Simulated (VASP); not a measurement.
## LiF (rocksalt): one r²SCAN single-point calculation in two programs

```cif
data_structure
_symmetry_space_group_name_H-M 'P 1'
_symmetry_Int_Tables_number 1
_cell_length_a 2.8212
_cell_length_b 2.8212
_cell_length_c 2.8212
_cell_angle_alpha 60.000
_cell_angle_beta 60.000
_cell_angle_gamma 60.000
_cell_volume 15.88
loop_
_atom_site_label
_atom_site_type_symbol
_atom_site_fract_x
_atom_site_fract_y
_atom_site_fract_z
_atom_site_occupancy
Li1 Li 0.00000 0.00000 0.00000 1
F1 F 0.50000 0.50000 0.50000 1
```

The two codes use different PAW datasets and cutoffs. VASP's cell holds 10 valence electrons and Ansatz's 10. Ansatz's stress includes a Pulay correction; VASP's doesn't.

Cutoffs: 520 eV in VASP, 500 eV in Ansatz. k meshes: 10×10×10 and 10×10×10.

```csv
,VASP,Ansatz
gap between bands v and c,10.55 eV,10.33 eV
least direct gap,10.55 eV,10.33 eV
pressure,-0.8 GPa,0.0 GPa
```

Band v is the last that the valence electrons fill when counted band by band, and c is the next. Levels in eV from the top of v, Ansatz:

```tsv
point	v−1	v	c	c+1
Γ	0.00	0.00	10.33	25.92
X	-1.04	-1.04	16.31	17.69
K	-1.62	-0.77	15.85	16.37
L	-0.25	-0.25	12.01	18.35
W	-2.15	-0.84	16.49	16.49
```

VASP:

| point | v−1 | v | c | c+1 |
| --- | --- | --- | --- | --- |
| Γ | 0.00 | 0.00 | 10.55 | 25.77 |
| X | -1.05 | -1.05 | 16.35 | 17.59 |
| K | -1.62 | -0.78 | 15.85 | 16.40 |
| L | -0.25 | -0.25 | 11.99 | 18.50 |
| W | -2.17 | -0.82 | 16.50 | 16.50 |
